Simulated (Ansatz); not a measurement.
# CdS: the cost of one run

Computed with Ansatz 0.2.0 (DFT PBE, scalar-relativistic, plane waves, PAW, unless a step's input says otherwise).

**1. The system as given**

Symmetry: Pmmm, No. 47, orthorhombic system. The conventional cell has a = 3.605 Å, b = 3.980 Å, c = 6.909 Å, α = 90.00°, β = 90.00°, γ = 90.00°. Cd (site symmetry mm2) has 2 S at 2.42 Å and 1 Cd at 2.47 Å in its first shell of neighbours. S (site symmetry m2m) is surrounded by 2 S at 1.91 to 2.07 Å and 2 Cd at 2.42 Å.

Coordinates:

```cif
data_structure
_symmetry_space_group_name_H-M 'P 1'
_symmetry_Int_Tables_number 1
_cell_length_a 3.6053
_cell_length_b 3.9802
_cell_length_c 6.9086
_cell_angle_alpha 90.000
_cell_angle_beta 90.000
_cell_angle_gamma 90.000
_cell_volume 99.14
loop_
_atom_site_label
_atom_site_type_symbol
_atom_site_fract_x
_atom_site_fract_y
_atom_site_fract_z
_atom_site_occupancy
Cd1 Cd 0.50000 0.00000 0.17882 1
Cd2 Cd 0.50000 0.00000 0.82118 1
S1 S 0.50000 0.75974 0.50000 1
S2 S 0.50000 0.24026 0.50000 1
```

Recipe of the guess: random cell by space group and Wyckoff sites (Pmmm, No. 47). The dimensions are guesses.

**2. The guess as it stands, on a coarse mesh**

input.yaml reads:

```yaml
crystal:
  lattice:
    - [3.60530271, 0.0, 0.0]
    - [0.0, 3.98018806, 0.0]
    - [0.0, 0.0, 6.90858559]
  atoms:
    - { symbol: Cd, position: [0.5, 0.0, 0.17881953] }
    - { symbol: Cd, position: [0.5, 0.0, 0.82118047] }
    - { symbol: S, position: [0.5, 0.75973988, 0.5] }
    - { symbol: S, position: [0.5, 0.24026012, 0.5] }
basis:
  ecutwfc: 420
kpoints:
  mp_grid: { grid: [6, 4, 4] }
hamiltonian:
  xc: pbe
scf:
  occupations: { method: gaussian, width: 0.1 }
  lower_state_search: "off"
output:
  forces: true
  stress: true
  eigenvalues: true
```

Started as:

```
$ ansatz run input.yaml --threads 1 --pin off --max-ram 2560MiB --backend cpu --events-out ev --progress --plain --runs-dir out
```

What time and memory should one allow on 1 thread of Intel Xeon Platinum 8488C (Sapphire Rapids), shared host?

About 3.8 s, with a peak of 0.42 GiB.
